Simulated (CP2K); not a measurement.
Ga:

```
Ga
1.0
     2.71648    0.00000    0.00000
     0.00000    2.71648    0.00000
     0.00000    0.00000    2.71648
Ga
1
Direct
  0.00000 0.00000 0.00000
```

The cell was built by a generator and needn't be a form met in nature.

Program: CP2K 2026.2. Alike in all runs: no spin polarisation; cell as given; k mesh 10 × 10 × 10; smearing fermi-dirac 0.05 eV.

Question: Order these runs on this cell by their pressure, lowest first.
A. level PBE; potentials or basis POTENTIAL_UZH Ga GTH-PBE-q13; TZVP-MOLOPT-PBE-GTH basis; EPS_DEFAULT 1.0E-10; potentials Ga GTH-PBE-q13 of POTENTIAL_UZH
B. level LDA; potentials or basis GTH_POTENTIALS Ga GTH-PADE-q13; TZVP-MOLOPT-PBE-GTH basis; EPS_DEFAULT 1.0E-9; potentials Ga GTH-PADE-q13 of GTH_POTENTIALS; points a segment of the path (NPOINTS) 10; bands added on the path 2
C. level PBEsol; potentials or basis POTENTIAL_UZH Ga GTH-PBE-q13; TZVP-MOLOPT-PBE-GTH basis; EPS_DEFAULT 1.0E-10; potentials Ga GTH-PBE-q13 of POTENTIAL_UZH; points a segment of the path (NPOINTS) 10; bands added on the path 4

Answer: B (-4.6 GPa), C (-2.6 GPa), A (0.5 GPa).

Caveats: the basis of atomic orbitals isn't converged, which shifts pressures, moduli and gaps; the potentials were made for another functional, which shifts forces and pressure (some runs).

Not every run made on this cell is shown here.
